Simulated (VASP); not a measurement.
# Mg2Sn (Fm-3m) in VASP: notebook, part 2 of 2

VASP 6.6.1.

## 5. Single point, PBEsol

Input file INCAR:

```
SYSTEM = Mg2Sn
PREC = Accurate
ENCUT = 900
EDIFF = 1E-6
ISMEAR = 0
SIGMA = 0.1
LREAL = .FALSE.
LASPH = .TRUE.
NELM = 100
ALGO = Normal
ISIF = 2
LWAVE = .FALSE.
LCHARG = .FALSE.
GGA = PS
NBANDS = 16
```

Input file KPOINTS:

```
regular mesh
0
G
  12 12 12
  0 0 0
```

Input file POSCAR:

```
Mg2Sn
1.0
    0.0000000000      3.3705800000      3.3705800000
    3.3705800000      0.0000000000      3.3705800000
    3.3705800000      3.3705800000      0.0000000000
Mg Sn
2 1
Direct
    0.2500000000      0.2500000000      0.2500000000
    0.7500000000      0.7500000000      0.7500000000
    1.0000000000      1.0000000000      0.0000000000
```

Potentials or basis: VASP PAW PBE potentials, release 64 (Mg, Sn_d).

The run is started by

```sh
cat potpaw_PBE.64/Mg/POTCAR potpaw_PBE.64/Sn_d/POTCAR > POTCAR
mpirun -np 1 vasp_std > vasp.out
```

OUTCAR:

```text
SYSTEM = Mg2Sn
   PREC = Accurate
   ENCUT = 900
   EDIFF = 1E-6
   ISMEAR = 0
   LREAL = .FALSE.
   LASPH = .TRUE.
   NELM = 100
   ISIF = 2
   GGA = PS

 ion  position               nearest neighbor table
   1  0.250  0.250  0.250-   3 2.92   3 2.92   3 2.92   3 2.92   2 3.37   2 3.37   2 3.37   2 3.37
                             2 3.37   2 3.37
   2  0.750  0.750  0.750-   3 2.92   3 2.92   3 2.92   3 2.92   1 3.37   1 3.37   1 3.37   1 3.37
                             1 3.37   1 3.37
   3  0.000  0.000  0.000-   2 2.92   2 2.92   2 2.92   1 2.92   1 2.92   1 2.92   2 2.92   1 2.92

  LATTYP: Found a face centered cubic cell.
 ALAT       =     6.7411600000

  Lattice vectors:

 A1 = (   0.0000000000,   3.3705800000,   3.3705800000)
 A2 = (   3.3705800000,   0.0000000000,   3.3705800000)
 A3 = (   3.3705800000,   3.3705800000,   0.0000000000)

Analysis of symmetry for initial positions (statically):
=====================================================================
 Subroutine PRICEL returns:
 Original cell was already a primitive cell.

 Routine SETGRP: Setting up the symmetry group for a
 face centered cubic supercell.

 Subroutine GETGRP returns: Found 48 space group operations
 (whereof 48 operations were pure point group operations)
 out of a pool of 48 trial point group operations.

The static configuration has the point symmetry O_h .

Analysis of symmetry for dynamics (positions and initial velocities):
=====================================================================
 Subroutine PRICEL returns:
 Original cell was already a primitive cell.

 Routine SETGRP: Setting up the symmetry group for a
 face centered cubic supercell.

 Subroutine GETGRP returns: Found 48 space group operations
 (whereof 48 operations were pure point group operations)
 out of a pool of 48 trial point group operations.

The dynamic configuration has the point symmetry O_h .

 Subroutine INISYM returns: Found 48 space group operations
 (whereof 48 operations are pure point group operations),
 and found     1 'primitive' translations

----------------------------------------------------------------------------------------

                                     Primitive cell

  volume of cell :      76.5850

  direct lattice vectors                    reciprocal lattice vectors
     0.000000000  3.370580000  3.370580000    -0.148342422  0.148342422  0.148342422
     3.370580000  0.000000000  3.370580000     0.148342422 -0.148342422  0.148342422
     3.370580000  3.370580000  0.000000000     0.148342422  0.148342422 -0.148342422

  length of vectors
     4.766719949  4.766719949  4.766719949     0.256936611  0.256936611  0.256936611

  position of ions in fractional coordinates (direct lattice)
     0.250000000  0.250000000  0.250000000
     0.750000000  0.750000000  0.750000000
     0.000000000  0.000000000  0.000000000

  ion indices of the primitive-cell ions
   primitive index   ion index
                 1           1
                 2           2
                 3           3

----------------------------------------------------------------------------------------

 KPOINTS: regular mesh

Automatic generation of k-mesh.
 Grid dimensions read from file:
 generate k-points for:   12   12   12

 Generating k-lattice:

  Cartesian coordinates                     Fractional coordinates (reciprocal lattice)
    -0.012361868  0.012361868  0.012361868     0.083333333  0.000000000  0.000000000
[... 21 lines left out ...]
  0.416667  0.000000  0.000000      8.000000
[... 16 lines left out ...]
  0.500000  0.166667  0.000000     24.000000
 -0.416667  0.166667  0.000000     24.000000
 [... further k-points ...]
   k-points           NKPTS =     72   k-points in BZ     NKDIM =     72   number of bands    NBANDS=     16
   number of dos      NEDOS =    301   number of ions     NIONS =      3
   total plane-waves  NPLWV = 110592
   dimension x,y,z NGX =    48 NGY =   48 NGZ =   48
   dimension x,y,z NGXF=    96 NGYF=   96 NGZF=   96
   ions per type =               2   1
   NGX,Y,Z   is equivalent  to a cutoff of  16.74, 16.74, 16.74 a.u.
   NGXF,Y,Z  is equivalent  to a cutoff of  33.48, 33.48, 33.48 a.u.
 SYSTEM =  Mg2Sn
   PREC   = accura    normal or accurate (medium, high low for compatibility)
   ISTART =      0    job   : 0-new  1-cont  2-samecut
   ICHARG =      2    charge: 1-file 2-atom 10-const
   ISPIN  =      1    spin polarized calculation?
   LNONCOLLINEAR =      F non collinear calculations
   LSORBIT =      F    spin-orbit coupling
   LASPH  =      T    aspherical Exc in radial PAW
   ENCUT  =  900.0 eV  66.15 Ry    8.13 a.u.  11.66 11.66 11.66*2*pi/ulx,y,z
   NELM   =    100;   NELMIN=  2; NELMDL= -5     # of ELM steps
   EDIFF  = 0.1E-05   stopping-criterion for ELM
   LREAL  =      F    real-space projection
   EDIFFG = 0.1E-04   stopping-criterion for IOM
   NSW    =      0    number of steps for IOM
   IBRION =     -1    ionic relax: 0-MD 1-quasi-New 2-CG
   NFREE  =      0    steps in history (QN), initial steepest desc. (CG)
   ISIF   =      2    stress and relaxation
   ISYM   =      2    0-nonsym 1-usesym 2-fastsym
   POTIM  = 0.5000    time-step for ionic-motion
   TEBEG  =    0.0;   TEEND  =   0.0 temperature during run
   PSTRESS=    0.0 pullay stress
   NELECT =      18.0000    total number of electrons
   NUPDOWN=      -1.0000    fix difference up-down
   EMIN   =  10.00;   EMAX   =-10.00  energy-range for DOS
   EFERMI =   0.00;   METHOD = LEGACY
   ISMEAR =     0;   SIGMA  =   0.10  broadening in eV -4-tet -1-fermi 0-gaus
   EFERMI_NEDOS =   21; number of points for ismear=-14 and -15
   IALGO  =     38    algorithm
   IMIX   =      4    mixing-type and parameters
     AMIX     =   0.40;   BMIX     =  1.00
     AMIX_MAG =   1.60;   BMIX_MAG =  1.00
  volume/ion in A,a.u.               =      25.53       172.27
  Fermi-wavevector in a.u.,A,eV,Ry     =   1.010302  1.909193 13.887593  1.020709
  Thomas-Fermi vector in A             =   2.143282
   LORBIT       =      0    0 simple, 1 ext, 2 COOP (PROOUT), +10 PAW based schemes
   GGA     = PS    functional components
   LHFCALC =     F    Hartree Fock is set to
   AEXX    =    0.0000 exact exchange contribution
   IVDW    =     0    specifies the selected vdW correction
   LEPSILON=     F    determine dielectric tensor
   LRPA    =     F    only Hartree local field effects (RPA)
 non-spin polarized calculation
 Gauss-broadening in eV      SIGMA  =   0.10
  energy-cutoff  :      900.00
  volume of cell :       76.59
 maximum number of plane-waves:      4725
   NGX = 23   NGY = 23   NGZ = 23

 number of electron      17.9999999 magnetization

 Free energy of the ion-electron system (eV)
  ---------------------------------------------------
  ext. energy  EPLUGINS =         0.00000000
  ---------------------------------------------------
  free energy    TOTEN  =        -8.33531576 eV

  energy without entropy =       -8.33380747  energy(sigma->0) =       -8.33456161

 E-fermi :   4.2179     XC(G=0):  -8.8933

 val. band max:        4.2161634204   @ k =   0.4167   0.4167   0.0000
 cond. band min:       4.2429082200   @ k =   0.0000   0.0000   0.0000
 fundamental gap:      0.0267447996
 Fermi energy:         4.2178543904

 k-point     1 :       0.0000    0.0000    0.0000
  band No.  band energies     occupation
      1     -16.6433      2.00000
      2     -16.6433      2.00000
      3     -16.6433      2.00000
      4     -16.6030      2.00000
      5     -16.6030      2.00000
      6      -4.9170      2.00000
[... 433 lines left out ...]
      3     -16.6391      2.00000
      4     -16.6028      2.00000
      5     -16.6021      2.00000
      6      -3.5157      2.00000
[... 8 lines left out ...]
     15      10.0950      0.00000
     16      10.5768      0.00000

 [... further k-points ...]

------------------------ aborting loop because EDIFF is reached ----------------------------------------

  FORCE on cell =-STRESS in cart. coord.  units (eV):
  Direction    XX          YY          ZZ          XY          YZ          ZX
  --------------------------------------------------------------------------------------
  -------------------------------------------------------------------------------------
  Total        0.0014012      0.0014012      0.0014012      0.0000000      0.0000000      0.0000000
  in kB        0.0293131      0.0293131      0.0293131      0.0000000      0.0000000      0.0000000
  external PRESSURE =       0.0293131 kB  Pullay stress =       0.0000000 kB

 VOLUME and BASIS-vectors are now :
 -----------------------------------------------------------------------------
  energy-cutoff  :      900.00
  volume of cell :       76.59
      direct lattice vectors                 reciprocal lattice vectors
     0.000000000  3.370580000  3.370580000    -0.148342422  0.148342422  0.148342422
     3.370580000  0.000000000  3.370580000     0.148342422 -0.148342422  0.148342422
     3.370580000  3.370580000  0.000000000     0.148342422  0.148342422 -0.148342422

 POSITION                                       TOTAL-FORCE (eV/Angst)
 -----------------------------------------------------------------------------------
      1.68529      1.68529      1.68529         0.000000      0.000000      0.000000
      5.05587      5.05587      5.05587        -0.000000     -0.000000     -0.000000
      0.00000      0.00000      0.00000        -0.000000      0.000000      0.000000
 -----------------------------------------------------------------------------------
    total drift:                                0.000000     -0.000000     -0.000000

  FREE ENERGIE OF THE ION-ELECTRON SYSTEM (eV)
  ---------------------------------------------------
  free  energy   TOTEN  =        -8.3353157601 eV

  energy  without entropy=       -8.3338074672  energy(sigma->0) =       -8.33456161
```

OSZICAR:

```text
N       E                     dE             d eps       ncg     rms          rms(c)
DAV:   1     0.112998919033E+03    0.11300E+03   -0.11115E+04  2312   0.173E+03
DAV:   2     0.110212894743E+01   -0.11190E+03   -0.10827E+03  2432   0.393E+02
DAV:   3    -0.841662688903E+01   -0.95188E+01   -0.94533E+01  2976   0.864E+01
DAV:   4    -0.866569898430E+01   -0.24907E+00   -0.24902E+00  2752   0.146E+01
DAV:   5    -0.867547368376E+01   -0.97747E-02   -0.97746E-02  3456   0.266E+00    0.332E+00
DAV:   6    -0.841353306345E+01    0.26194E+00   -0.20815E-01  2872   0.178E+00    0.181E+00
DAV:   7    -0.833550167036E+01    0.78031E-01   -0.19823E-01  2864   0.275E+00    0.420E-01
DAV:   8    -0.833541280214E+01    0.88868E-04   -0.16243E-02  2920   0.136E+00    0.190E-01
DAV:   9    -0.833538652806E+01    0.26274E-04   -0.15922E-03  2984   0.444E-01    0.490E-02
DAV:  10    -0.833531287542E+01    0.73653E-04   -0.28371E-04  2880   0.936E-02    0.182E-02
DAV:  11    -0.833531592955E+01   -0.30541E-05   -0.22884E-05  2760   0.361E-02    0.729E-03
DAV:  12    -0.833531576006E+01    0.16949E-06   -0.16056E-06  2144   0.142E-02
   1 F= -.83353158E+01 E0= -.83345616E+01  d E =-.150829E-02
```

stdout:

```text
POSCAR found type information on POSCAR MgSn
 POSCAR found :  2 types and       3 ions
 scaLAPACK will be used
 -----------------------------------------------------------------------------
|                                                                             |
|                                                                             |
|     You enforced a specific xc type in the INCAR file but a different       |
|     I HOPE YOU KNOW WHAT YOU ARE DOING!                                     |
|                                                                             |
 -----------------------------------------------------------------------------

 LDA part: xc-table for (Slater+PW92), standard interpolation
 POSCAR, INCAR and KPOINTS ok, starting setup
 FFT: planning ... GRIDC
 FFT: planning ... GRID_SOFT
 FFT: planning ... GRID
 WAVECAR not read
 entering main loop
```

Run time: 1.9 min. Hardware: 1 thread of AMD EPYC 9R45 (Zen 5), shared host; peak memory 0.43 GiB.

Results:

```
Free energy            : -8.3353 eV
Pressure               : 0.0 GPa
Band gap on the k mesh : none (metal or under the smearing width)
```

Caveat: the PAW data sets were made with another functional, which shifts forces and pressure a little; this crystal is a semiconductor, whose small gap the functional closes, so the metal is an error of the method.

## 6. Overview

```tsv
k mesh	cutoff (eV)	smearing	gap on the mesh (eV)	pressure (GPa)
12 × 12 × 12	700	gaussian 0.1 eV	none	0.0
16 × 16 × 16	520	gaussian 0.1 eV	none	0.0
12 × 12 × 12	520	gaussian 0.5 eV	none	0.0
12 × 12 × 12	900	gaussian 0.1 eV	none	0.0
```

Alike in all rows: task single point; level PBEsol; potentials or basis VASP PAW PBE potentials, release 64 (Mg, Sn_d); no spin polarisation; cell as given.

Every run on the cell as given and a fine mesh finds a metal.

Caveats: the PAW data sets were made with another functional, which shifts forces and pressure a little; this crystal is a semiconductor, whose small gap the functional closes, so the metal is an error of the method.

Absolute energies hang on the potentials; compare differences alone.
